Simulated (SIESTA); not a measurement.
Runs of SIESTA 5.4.2 on Tc. The structure is cubic, space group Fm-3m (No. 225). Conventional cell: a = 3.900 Å, b = 3.900 Å, c = 3.900 Å, α = 90.00°, β = 90.00°, γ = 90.00°. Tc (site symmetry m-3m) has 12 Tc at 2.76 Å as nearest neighbours. This isn't the form of Tc at room conditions, which is hcp.

```tsv
level	gap on the mesh (eV)	pressure (GPa)	relaxed volume (Å³/atom)
vdW-DF2	none	-0.1	15.79
vdW-DF	none	0.0	15.20
VV10	none	0.0	(a)
vdW-DF-C09	none	0.0	14.34
optB88-vdW	none	0.0	14.81
vdW-DF-cx	none	0.0	(b)
```

Alike in all rows: task relaxation of cell and atoms; potentials or basis PseudoDojo 0.4 standard (PBE files), DZP (energy shift 0.003 Ry; two zetas on semicore shells); no spin polarisation; cell relaxed; k mesh 8 × 8 × 8; smearing fermi-dirac 0.05 eV; grid cutoff 800 Ry; energy shift 0.003 Ry.

Q: Fill in the values left out.

A: (a) 15.07; (b) 14.37.

Caveats: the potentials were made for another functional, which shifts forces and pressure; the basis of atomic orbitals isn't converged, which shifts pressures, moduli and gaps; the non-local part is tabulated coarsely and may be off by about a percent (some runs).

A k mesh can miss the band edges, and the runs leave out spin-orbit coupling on Tc.

A gap of «none» marks a metal or a gap under the smearing width.

Runs at the PBE level aren't shown here.
